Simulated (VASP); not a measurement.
CaO (zincblende), PBEsol single-point calculation: Ansatz's output and VASP's

```cif
data_structure
_symmetry_space_group_name_H-M 'P 1'
_symmetry_Int_Tables_number 1
_cell_length_a 3.6865
_cell_length_b 3.6865
_cell_length_c 3.6865
_cell_angle_alpha 60.000
_cell_angle_beta 60.000
_cell_angle_gamma 60.000
_cell_volume 35.43
loop_
_atom_site_label
_atom_site_type_symbol
_atom_site_fract_x
_atom_site_fract_y
_atom_site_fract_z
_atom_site_occupancy
Ca1 Ca 0.00000 0.00000 0.00000 1
O1 O 0.25000 0.25000 0.25000 1
```

Ansatz printed

```
SCF 1 converged in 6 iterations: F = -2357.651955 eV  dr2 = 1.19e-8
  greatest PAW one-centre occupation: 0.996 electrons in one spin orbital (limit 2), on the Ca atom at site 0 (counted from 0), in its partial waves of l = 0
NSCF: frozen V_eff on 6 k-points
SCF converged after 6 iterations
Free energy (F): -2357.651955 eV
Harris-Foulkes:  -2357.651955 eV  (|F-HF|=9.22e-9)
Internal energy: -2357.651955 eV  (E = F + TS)
E sigma→0 (E₀):  -2357.651955 eV
Fermi energy:    4.523642 eV
--- Per-component energies (eV) ---
  E_band       = -142.159050
  E_kinetic    = 454.522343
  E_local      = -1120.876008  (includes V_loc(G=0)·N_el)
  E_nonlocal   = 112.992718
  E_hartree    = 388.523460
  E_xc         = -209.966990
  E_vxc        = -265.510015  (∫ρ·V_xc dr)
  E_paw        = -988.992572  (= ΣΔE_a)
  E_vpaw       = -100.339491  (= ΣTr[D̂ρ^β])
  E_aug_tail   = 0.002394  (compensation charges beyond the density's cutoff)
  E_ewald      = -994.011382
  E_core_change = 0.154082  (= ΣΔE_core)
  E_smearing   = -0.000000  (= −TS)
  E_closure    = 0.000000  (closes the sum)
  Σ components = -2357.651955   (vs F -2357.651955, Δ=0.00e0)
--- Forces (eV/Å), atoms counted from 1 ---
  atom   1  Ca     0.00000000    -0.00000000     0.00000000
  atom   2  O     -0.00000000     0.00000000     0.00000000
  max |Σ_I F_I| component: 1.85e-16 eV/Å
--- Stress (GPa, compression-positive) ---
       -1.534801       0.000000      -0.000000
        0.000000      -1.534801       0.000000
       -0.000000       0.000000      -1.534801
  P = ⅓ Tr σ = -1.5348 GPa (-15.348 kbar)
--- Band table (eV; the first three rows and the last of 29) ---
  k-point 0: bands = ["-32.3992", "-13.4230", "-13.4230", "-13.4230", "-10.1624", "3.8957", "3.8957", "3.8957", "7.7255", "12.5097", "12.5097", "14.1482"]
  k-point 1: bands = ["-32.3924", "-13.5478", "-13.4311", "-13.4311", "-10.0404", "3.7156", "3.9394", "3.9394", "8.2777", "12.3310", "12.3310", "13.9141"]
  k-point 2: bands = ["-32.3759", "-13.8152", "-13.4505", "-13.4505", "-9.7859", "3.4950", "4.0380", "4.0380", "9.4094", "12.1513", "12.1513", "13.4403"]
  k-point 28: bands = ["-32.3371", "-14.1426", "-13.6476", "-13.5694", "-9.2793", "3.6631", "3.9482", "4.5236", "9.4034", "10.9151", "13.0808", "13.7876"]
```

Each program uses its own PAW datasets. VASP's cell holds 16 valence electrons and Ansatz's 16. Ansatz's stress includes a Pulay correction; VASP's doesn't.

Problem. What does VASP give for the same cell and level of theory?

Solution. gap between bands v and c 3.20 eV; least direct gap 3.83 eV; pressure -1.1 GPa.

From OUTCAR

```
k-points           NKPTS =     29   k-points in BZ     NKDIM =     29   number of bands    NBANDS=     15

   NELECT =      16.0000    total number of electrons

   dimension x,y,z NGX =    28 NGY =   28 NGZ =   28
   dimension x,y,z NGXF=    56 NGYF=   56 NGZF=   56

  energy-cutoff  :      520.00
  volume of cell :       35.43
      direct lattice vectors                 reciprocal lattice vectors
     0.000000000  2.606731736  2.606731736    -0.191811069  0.191811069  0.191811069
     2.606731736  0.000000000  2.606731736     0.191811069 -0.191811069  0.191811069
     2.606731736  2.606731736  0.000000000     0.191811069  0.191811069 -0.191811069

 k-points in reciprocal lattice and weights: KPOINTS created by Atomic Simulation Env
   0.00000000  0.00000000  0.00000000       0.002
   0.12500000  0.00000000  0.00000000       0.016
   0.25000000  0.00000000  0.00000000       0.016
   0.37500000  0.00000000  0.00000000       0.016
   0.50000000  0.00000000  0.00000000       0.008
   0.12500000  0.12500000  0.00000000       0.012
   0.25000000  0.12500000  0.00000000       0.047
   0.37500000  0.12500000  0.00000000       0.047
   ...

 E-fermi :   0.5028

 k-point     1 :       0.0000    0.0000    0.0000
  band No.  band energies     occupation
      1     -36.5851      2.00000
      2     -17.6057      2.00000
      3     -17.6057      2.00000
      4     -17.6057      2.00000
      5     -14.3642      2.00000
      6      -0.3030      2.00000
      7      -0.3030      2.00000
      8      -0.3030      2.00000
      9       3.5290      0.00000
     10       8.3112      0.00000
     11       8.3112      0.00000
     12       9.9583      0.00000
     13       9.9583      0.00000
     14       9.9583      0.00000
     15      16.7596      0.00000

 k-point     2 :       0.1250    0.0000    0.0000
  band No.  band energies     occupation
      1     -36.5782      2.00000
      2     -17.7316      2.00000
      3     -17.6139      2.00000
      4     -17.6139      2.00000
      5     -14.2404      2.00000
      6      -0.4835      2.00000
      7      -0.2589      2.00000
      8      -0.2589      2.00000
      9       4.0824      0.00000
     10       8.1327      0.00000
     11       8.1327      0.00000
     12       9.7238      0.00000
     13      10.1162      0.00000
     14      10.1162      0.00000
     15      15.0923      0.00000

 k-point     3 :       0.2500    0.0000    0.0000
  band No.  band energies     occupation
      1     -36.5617      2.00000
      2     -18.0007      2.00000
      3     -17.6334      2.00000
      4     -17.6334      2.00000
      5     -13.9829      2.00000
      6      -0.7033      2.00000
      7      -0.1598      2.00000
      8      -0.1598      2.00000
      9       5.2156      0.00000
     10       7.9532      0.00000
     11       7.9532      0.00000
     12       9.2482      0.00000
     13      10.2041      0.00000
     14      10.2041      0.00000
     15      13.1279      0.00000

 k-point     4 :       0.3750    0.0000    0.0000
  band No.  band energies     occupation
      1     -36.5451      2.00000
      2     -18.2350      2.00000
      3     -17.6528      2.00000
      4     -17.6528      2.00000
      5     -13.7692      2.00000
      6      -0.7264      2.00000
      7      -0.0724      2.00000
      8      -0.0724      2.00000
      9       6.1064      0.00000
     10       8.0473      0.00000
     11       8.0473      0.00000
     12       8.7446      0.00000
     13       9.9676      0.00000
     14       9.9676      0.00000
     15      12.2056      0.00000

 k-point     5 :       0.5000    0.0000    0.0000
  band No.  band energies     occupation
      1     -36.5381      2.00000
      2     -18.3245      2.00000
      3     -17.6608      2.00000
      4     -17.6608      2.00000
      5     -13.6913      2.00000
      6      -0.6893      2.00000
      7      -0.0399      2.00000
      8      -0.0399      2.00000
      9       6.3978      0.00000
     10       8.1959      0.00000
     11       8.1959      0.00000
     12       8.4368      0.00000
     13       9.7472      0.00000
     14       9.7472      0.00000
     15      12.2061      0.00000

 k-point     6 :       0.1250    0.1250    0.0000
  band No.  band energies     occupation
      1     -36.5760      2.00000
      2     -17.7519      2.00000
      3     -17.6268      2.00000
      4     -17.6268      2.00000
      5     -14.2002      2.00000
      6      -0.5741      2.00000
      7      -0.2224      2.00000
      8      -0.2224      2.00000
      9       4.2615      0.00000
     10       7.6609      0.00000
     11       8.4487      0.00000
     12       9.9854      0.00000
     13      10.0127      0.00000
     14      10.0127      0.00000
     15      15.7594      0.00000

 ...

  Total       -0.2382131     -0.2382131     -0.2382131     -0.0000000      0.0000000      0.0000000
  in kB      -10.7735103    -10.7735103    -10.7735103     -0.0000000      0.0000000      0.0000000
  external PRESSURE =     -10.7735103 kB  Pullay stress =       0.0000000 kB

 POSITION                                       TOTAL-FORCE (eV/Angst)
 -----------------------------------------------------------------------------------
      0.00000      0.00000      0.00000         0.000000      0.000000      0.000000
      1.30337      1.30337      1.30337        -0.000000     -0.000000     -0.000000
 -----------------------------------------------------------------------------------
    total drift:                               -0.000000     -0.000000     -0.000000

  FREE ENERGIE OF THE ION-ELECTRON SYSTEM (eV)
  ---------------------------------------------------
  free  energy   TOTEN  =       -12.9605430970 eV

  energy  without entropy=      -12.9605430970  energy(sigma->0) =      -12.96054310
```
